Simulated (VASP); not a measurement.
ZnS (Wurtzite-2H): single point with PBEsol

**What was measured.**

From a printed reference work, monograph, for a bulk crystal of ZnS at 4 K: band gap 3.911 eV (direct).

The system is ZnS (Wurtzite-2H).

```
Zn S
1.0
     3.80543    0.00000    0.00000
    -1.90271    3.29560    0.00000
     0.00000    0.00000    6.24402
Zn S
2 2
Cartesian
  0.0000 2.1971 0.0333
  1.9027 1.0985 3.1554
  0.0000 2.1971 2.3706
  1.9027 1.0985 5.4926
```

| Property | Result |
| --- | --- |
| Program | VASP 6.6.1 |
| Task | single point |
| Functional | PBEsol |
| Potentials or basis | VASP PAW PBE potentials, release 64 (Zn, S) |
| Cutoff | 520 eV |
| k mesh | 6 × 6 × 4 |
| Occupations | gaussian, width 0.01 eV |
| Spin | no spin polarisation |

```
Pressure               : -1.4 GPa
Band gap on the k mesh : 2.08 eV, direct
```

Levels at points of the mesh, in eV from the valence-band top:
```
           k point  band 16  band 17  band 18  band 19  band 20  band 21
(0.00, 0.00, 0.00)    -0.08     0.00     0.00     2.08     2.99     6.22
(0.50, 0.00, 0.00)    -2.28    -1.74    -0.90     3.53     4.16     4.98
(0.00, 0.00, 0.50)    -0.48    -0.48    -0.48     3.45     3.45     6.68
(0.50, 0.00, 0.50)    -1.67    -1.65    -1.65     3.41     3.41     5.11
```

Run time: 22 s on 1 thread of Intel(R) Xeon(R) 6975P-C (Granite Rapids), on a shared host, peak memory 0.2 GiB.

A measured gap of ZnS is 3.911 eV (direct; 4 K; a printed reference work, monograph); the calculated 2.08 eV misses it by -1.83 eV. The value is that of PBEsol, without temperature or zero-point motion. Semilocal functionals fall short of measured gaps as a rule.

Caveat: the PAW data sets were made with another functional, which shifts forces and pressure a little.
